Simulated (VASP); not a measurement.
# TaS2 (P-3m1) in VASP: further runs, part 2 of 2

VASP 6.6.1. The steps go on from the part before.

## Step 3: Single point, PBEsol+U, collinear spin, ferromagnetic start

Input file INCAR:

```
SYSTEM = TaS2
PREC = Accurate
ENCUT = 520
EDIFF = 1E-6
ISMEAR = 0
SIGMA = 0.05
LREAL = .False.
LASPH = .True.
NELM = 100
ALGO = Fast
ISIF = 2
LWAVE = .False.
LCHARG = .False.
ISPIN = 2
MAGMOM = 0.5 0 0
LORBIT = 11
LMAXMIX = 4
LDAU = .True.
LDAUTYPE = 2
LDAUL = 2 -1
LDAUU = 8 0
LDAUJ = 0 0
LDAUPRINT = 1
GGA = PS
```

Input file KPOINTS:

```
regular mesh
0
Gamma
  7 7 3
  0 0 0
```

Input file POSCAR:

```
TaS2
1.0
    3.3500014000      0.0000000000      0.0000000000
   -1.6750007000      2.9011863100      0.0000000000
    0.0000000000      0.0000000000      5.8599987400
Ta S
1 2
Direct
    0.0000000000      0.0000000000      0.0000000000
    0.3333333333      0.6666666667      0.2500000000
    0.6666666667      0.3333333333      0.7500000000
```

Potentials or basis: VASP PAW PBE potentials, release 64 (Ta_pv, S).

On the command line:

```console
$ cat potpaw_PBE.64/Ta_pv/POTCAR potpaw_PBE.64/S/POTCAR > POTCAR
$ mpirun -np 1 vasp_std > vasp.out
```

OUTCAR:

```text
SYSTEM = TaS2
   PREC = Accurate
   ENCUT = 520
   EDIFF = 1E-6
   ISMEAR = 0
   LREAL = .False.
   LASPH = .True.
   NELM = 100
   ISIF = 2
   ISPIN = 2
   LORBIT = 11
   GGA = PS

 ion  position               nearest neighbor table
   1  0.000  0.000  0.000-   2 2.43   3 2.43   3 2.43   2 2.43   3 2.43   2 2.43
   2  0.333  0.667  0.250-   1 2.43   1 2.43   1 2.43
   3  0.667  0.333  0.750-   1 2.43   1 2.43   1 2.43

  LATTYP: Found a hexagonal cell.
 ALAT       =     3.3500014000
 C/A-ratio  =     1.7492526242

  Lattice vectors:

 A1 = (   3.3500014000,   0.0000000000,   0.0000000000)
 A2 = (  -1.6750007000,   2.9011863100,   0.0000000000)
 A3 = (   0.0000000000,   0.0000000000,   5.8599987400)

Analysis of symmetry for initial positions (statically):
=====================================================================
 Subroutine PRICEL returns:
 Original cell was already a primitive cell.

 Routine SETGRP: Setting up the symmetry group for a
 hexagonal supercell.

 Subroutine GETGRP returns: Found 12 space group operations
 (whereof 12 operations were pure point group operations)
 out of a pool of 24 trial point group operations.

The static configuration has the point symmetry D_3d.

Analysis of symmetry for dynamics (positions and initial velocities):
=====================================================================
 Subroutine PRICEL returns:
 Original cell was already a primitive cell.

 Routine SETGRP: Setting up the symmetry group for a
 hexagonal supercell.

 Subroutine GETGRP returns: Found 12 space group operations
 (whereof 12 operations were pure point group operations)
 out of a pool of 24 trial point group operations.

The dynamic configuration has the point symmetry D_3d.

Analysis of structural, dynamic, and magnetic symmetry:
=====================================================================
 Subroutine PRICEL returns:
 Original cell was already a primitive cell.
[... 554 lines left out ...]
      9       1.8256      1.00000
     10       2.2959      1.00000
     11       2.5993      1.00000
     12       7.2804      0.00000
     13       7.4988      0.00000
     14       8.8609      0.00000
     15      10.1010      0.00000
 Fermi energy:         6.3861506569

 spin component 2

 k-point     1 :       0.0000    0.0000    0.0000
  band No.  band energies     occupation
      1     -30.8628      1.00000
      2     -30.8605      1.00000
      3     -30.8605      1.00000
      4      -9.4758      1.00000
      5      -7.2802      1.00000
      6      -1.1801      1.00000
      7       1.8618      1.00000
      8       1.8618      1.00000
      9       4.4454      1.00000
     10       5.0014      1.00000
     11       5.0014      1.00000
     12       6.7979      0.00000
[... 331 lines left out ...]
      2     -31.0119      1.00000
      3     -30.8056      1.00000
      4      -7.2234      1.00000
      5      -7.0951      1.00000
      6      -0.2983      1.00000
      7       0.2429      1.00000
      8       0.9137      1.00000
      9       1.8754      1.00000
     10       2.3226      1.00000
     11       2.6192      1.00000
     12       7.5134      0.00000
     13       7.7721      0.00000
     14       9.1768      0.00000
     15      10.1976      0.00000

------------------------ aborting loop because EDIFF is reached ----------------------------------------

  FORCE on cell =-STRESS in cart. coord.  units (eV):
  Direction    XX          YY          ZZ          XY          YZ          ZX
  --------------------------------------------------------------------------------------
  -------------------------------------------------------------------------------------
  Total        4.9179361      4.9179361      5.3341541      0.0000000      0.0000000      0.0000000
  in kB      138.3487805    138.3487800    150.0576040      0.0000000      0.0000000      0.0000000
  external PRESSURE =     142.2517215 kB  Pullay stress =       0.0000000 kB

 VOLUME and BASIS-vectors are now :
 -----------------------------------------------------------------------------
  energy-cutoff  :      520.00
  volume of cell :       56.95
      direct lattice vectors                 reciprocal lattice vectors
     3.350001400  0.000000000  0.000000000     0.298507338  0.172343292  0.000000000
    -1.675000700  2.901186310  0.000000000     0.000000000  0.344686584  0.000000000
     0.000000000  0.000000000  5.859998740     0.000000000  0.000000000  0.170648501

 POSITION                                       TOTAL-FORCE (eV/Angst)
 -----------------------------------------------------------------------------------
      0.00000      0.00000      0.00000         0.000000      0.000000      0.000000
     -0.00000      1.93412      1.46500        -0.000000      0.000000      1.807241
      1.67500      0.96706      4.39500         0.000000     -0.000000     -1.807241
 -----------------------------------------------------------------------------------
    total drift:                               -0.000000     -0.000000     -0.000000

  FREE ENERGIE OF THE ION-ELECTRON SYSTEM (eV)
  ---------------------------------------------------
  free  energy   TOTEN  =       -17.6789816170 eV

  energy  without entropy=      -17.6774408051  energy(sigma->0) =      -17.67821121

 total charge

# of ion       s       p       d       tot
------------------------------------------
    1        0.351   6.274   2.009   8.633
    2        1.345   2.429   0.000   3.774
    3        1.345   2.429   0.000   3.774
--------------------------------------------------
tot          3.040  11.132   2.009  16.181

 magnetization (x)

# of ion       s       p       d       tot
------------------------------------------
    1        0.004   0.001   0.152   0.157
    2        0.000  -0.011   0.000  -0.011
    3        0.000  -0.011   0.000  -0.011
--------------------------------------------------
tot          0.004  -0.022   0.152   0.134
```

OSZICAR:

```text
N       E                     dE             d eps       ncg     rms          rms(c)
DAV:   1     0.157826000325E+03    0.15783E+03   -0.11783E+04  1200   0.139E+03
DAV:   2    -0.131329600727E+02   -0.17096E+03   -0.16892E+03  1515   0.323E+02
DAV:   3    -0.199450205827E+02   -0.68121E+01   -0.67468E+01  1655   0.623E+01
DAV:   4    -0.200219901126E+02   -0.76970E-01   -0.76941E-01  1557   0.725E+00
DAV:   5    -0.200234395979E+02   -0.14495E-02   -0.14494E-02  1684   0.945E-01    0.204E+01
RMM:   6    -0.177303008973E+02    0.22931E+01   -0.57833E+00  1481   0.154E+01    0.984E+00
RMM:   7    -0.177129986442E+02    0.17302E-01   -0.31690E+00  1427   0.985E+00    0.443E+00
RMM:   8    -0.176691226082E+02    0.43876E-01   -0.42423E-01  1394   0.451E+00    0.232E+00
RMM:   9    -0.176813703768E+02   -0.12248E-01   -0.97967E-02  1512   0.197E+00    0.700E-01
RMM:  10    -0.176773423712E+02    0.40280E-02   -0.52727E-02  1540   0.119E+00    0.395E-01
RMM:  11    -0.176783496143E+02   -0.10072E-02   -0.10803E-02  1555   0.692E-01    0.276E-01
RMM:  12    -0.176788100164E+02   -0.46040E-03   -0.46046E-03  1508   0.502E-01    0.117E-01
RMM:  13    -0.176789033616E+02   -0.93345E-04   -0.84726E-04  1556   0.201E-01    0.957E-02
RMM:  14    -0.176789223030E+02   -0.18941E-04   -0.39305E-04  1562   0.112E-01    0.263E-02
RMM:  15    -0.176789714439E+02   -0.49141E-04   -0.15380E-04  1562   0.953E-02    0.139E-02
RMM:  16    -0.176789801495E+02   -0.87057E-05   -0.65189E-05  1640   0.464E-02    0.850E-03
RMM:  17    -0.176789811538E+02   -0.10043E-05   -0.10695E-05  1355   0.209E-02    0.263E-03
RMM:  18    -0.176789816170E+02   -0.46316E-06   -0.32628E-06  1105   0.108E-02
   1 F= -.17678982E+02 E0= -.17678211E+02  d E =-.154081E-02  mag=     0.1913
```

Run time: 36 s. Hardware: 1 thread of AMD EPYC 9R45 (Zen 5), shared host; peak memory 0.19 GiB.

What came out:

| Property | Result |
| --- | --- |
| Free energy | -17.6790 eV |
| Pressure | 14.2 GPa |
| Largest force | 1.807 eV/Å |
| Band gap on the k mesh | none (metal or under the smearing width) |
| Net moment | 0.19 μB per cell |
| Site moments | Ta +0.16; S -0.01 μB |
| Valence electrons inside the program's atomic spheres | Ta 8.63; S 3.77 |

Forces on the atoms (eV/Å):
```
Ta   0.000  0.000  0.000
S    0.000  0.000  1.807
S    0.000  0.000 -1.807
```

Eigenvalues of the final occupation matrices:
```tsv
site	spin	trace	eigenvalues
site 1 d	1	1.10	0.16 0.19 0.19 0.28 0.28
site 1 d	2	0.95	0.14 0.15 0.15 0.26 0.26
```

Caveat: the PAW data sets were made with another functional, which shifts forces and pressure a little; this functional lacks dispersion, which binds the layers, so the pressure and a relaxed spacing across them are unreliable. The run has no spin-orbit coupling, so splittings on Ta are missing.

## Step 4: Single point, PBEsol+U, collinear spin, ferromagnetic start

Input file INCAR:

```
SYSTEM = TaS2
PREC = Accurate ; ENCUT = 520
EDIFF = 1E-6 ; ISMEAR = 0
SIGMA = 0.05 ; LREAL = .False.
LASPH = .True. ; NELM = 60
ALGO = Normal ; ISIF = 2
LWAVE = .False. ; LCHARG = .False.
ISPIN = 2 ; MAGMOM = 0.5 0 0
LORBIT = 11 ; LMAXMIX = 4
LDAU = .True. ; LDAUTYPE = 2
LDAUL = 2 -1 ; LDAUU = 8 0
LDAUJ = 0 0 ; LDAUPRINT = 1
GGA = PS
```

KPOINTS is that of step 3.

POSCAR is that of step 3.

On the command line:

```console
$ cat potpaw_PBE.64/Ta_pv/POTCAR potpaw_PBE.64/S/POTCAR > POTCAR
$ mpirun -np 1 vasp_std > vasp.out
```

Wall time 32 s (1 thread of AMD EPYC 9R45 (Zen 5), shared host); peak memory 0.19 GiB.

The run converged. Its results:

| Property | Result |
| --- | --- |
| Free energy | -17.6790 eV |
| Pressure | 14.2 GPa |
| Largest force | 1.807 eV/Å |
| Band gap on the k mesh | none (metal or under the smearing width) |
| Net moment | 0.19 μB per cell |
| Site moments | Ta +0.16; S -0.01 μB |
| Valence electrons inside the program's atomic spheres | Ta 8.63; S 3.77 |

Forces in eV/Å, atoms in the order of the input:
```
Ta   0.000  0.000  0.000
S    0.000  0.000  1.807
S    0.000  0.000 -1.807
```

Stress tensor (GPa, compression positive):
```
13.84  0.00  0.00
 0.00 13.84  0.00
 0.00  0.00 15.01
```

Levels at points of the mesh, in eV from the Fermi level:
Spin up:
| k point | band 9 | band 10 | band 11 | band 12 | band 13 | band 14 | band 15 |
| --- | --- | --- | --- | --- | --- | --- | --- |
| (0.00, 0.00, 0.00) | -1.94 | -1.38 | -1.38 | -0.12 | -0.12 | 0.35 | 3.81 |
Spin down:
```
           k point  band 8  band 9  band 10  band 11  band 12  band 13  band 14  band 15
(0.00, 0.00, 0.00)   -4.52   -1.94    -1.38    -1.38     0.41     0.41     0.51     3.85
```

Eigenvalues of the final occupation matrices:
```csv
site,spin,trace,eigenvalues
site 1 d,1,1.10,0.16 0.19 0.19 0.28 0.28
site 1 d,2,0.95,0.14 0.15 0.15 0.26 0.26
```

Caveat: the PAW data sets were made with another functional, which shifts forces and pressure a little; this functional lacks dispersion, which binds the layers, so the pressure and a relaxed spacing across them are unreliable.

## Step 5: The runs side by side

| U | fixed moment (μB) | further INCAR settings | gap on the mesh (eV) | pressure (GPa) | moment (μB) | largest force (eV/Å) |
| --- | --- | --- | --- | --- | --- | --- |
| Ta d U = 5 eV | 3 | ALGO = Fast; EDIFF = 1e-07; NBANDS = 22 | - | 18.1 | 3.00 | 2.48 |
| Ta d U = 8 eV | - | ALGO = Fast; EDIFF = 1e-06 | none | 14.2 | 0.19 | 1.81 |
| Ta d U = 8 eV | - | ALGO = Normal; EDIFF = 1e-06 | none | 14.2 | 0.19 | 1.81 |

Alike in all rows: task single point; level PBEsol+U; potentials or basis VASP PAW PBE potentials, release 64 (Ta_pv, S); spin collinear, ferromagnetic start; cell as given; k mesh 7 × 7 × 3; cutoff (eV) 520; smearing gaussian 0.05 eV.

Caveats: the PAW data sets were made with another functional, which shifts forces and pressure a little; this functional lacks dispersion, which binds the layers, so the pressure and a relaxed spacing across them are unreliable; the moment is held away from its start (some runs); the total moment is fixed, so each spin has its own Fermi level (some runs).

Absolute energies hang on the potentials; compare differences alone.
